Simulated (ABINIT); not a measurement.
Au:

```
Au
1.0
     1.41131   -2.55593    0.00000
     1.41131    2.55593    0.00000
     0.00000    0.00000    4.89317
Au
2
Direct
  0.33467 0.66533 0.25000
  0.66533 0.33467 0.75000
```

This isn't the form of Au at room conditions, which is fcc.

| Property | Result |
| --- | --- |
| Program | ABINIT 10.8.3 (patched build) |
| Task | relaxation of cell and atoms |
| Functional | PBEsol |
| Potentials or basis | PseudoDojo NC SR PBEsol v0.4.1 standard |
| Cutoff | 1034 eV |
| k mesh | 8 × 8 × 4 |
| Occupations | fermi-dirac, width 0.05 eV |
| Spin | no spin polarisation |

At the start: pressure -5.2 GPa; volume 17.65 Å³/atom.

**Question.** How do energy, volume and symmetry change on relaxing?

**Answer.** Over 18 steps the energy falls by 16.0 meV/atom and the volume is 17.05 Å³/atom (-3.4 %); space group Cmcm (No. 63, to 0.05 Å).

The path:
```csv
step,energy change (eV),largest force (eV/Å),pressure (GPa),volume (Å³)
1,0.0000,0.0085,-5.15,35.30
2,-0.0151,0.0057,-2.80,34.75
3,-0.0226,0.0029,0.55,34.05
4,-0.0236,0.0045,0.49,34.06
5,-0.0196,0.1221,0.74,34.11
6,-0.0293,0.0364,-0.30,34.21
7,-0.0296,0.0442,-0.07,34.17
8,-0.0296,0.0485,0.03,34.15
9,-0.0298,0.0519,0.13,34.12
10,-0.0302,0.0547,0.32,34.07
11,-0.0307,0.0452,0.44,34.03
12,-0.0312,0.0246,0.36,34.02
13,-0.0316,0.0124,0.08,34.07
14,-0.0318,0.0081,-0.01,34.08
15,-0.0319,0.0026,-0.07,34.10
16,-0.0320,0.0008,-0.06,34.11
17,-0.0320,0.0007,-0.02,34.10
18,-0.0320,0.0001,0.00,34.10
```

Final structure:
```yaml
crystal:
  lattice:
    - [1.38598, -2.60694, 0.00000]
    - [1.38598, 2.60694, 0.00000]
    - [0.00000, 0.00000, 4.71860]
  atoms:
    - { symbol: Au, position: [0.34249, 0.65751, 0.25000] }
    - { symbol: Au, position: [0.65751, 0.34249, 0.75000] }
```
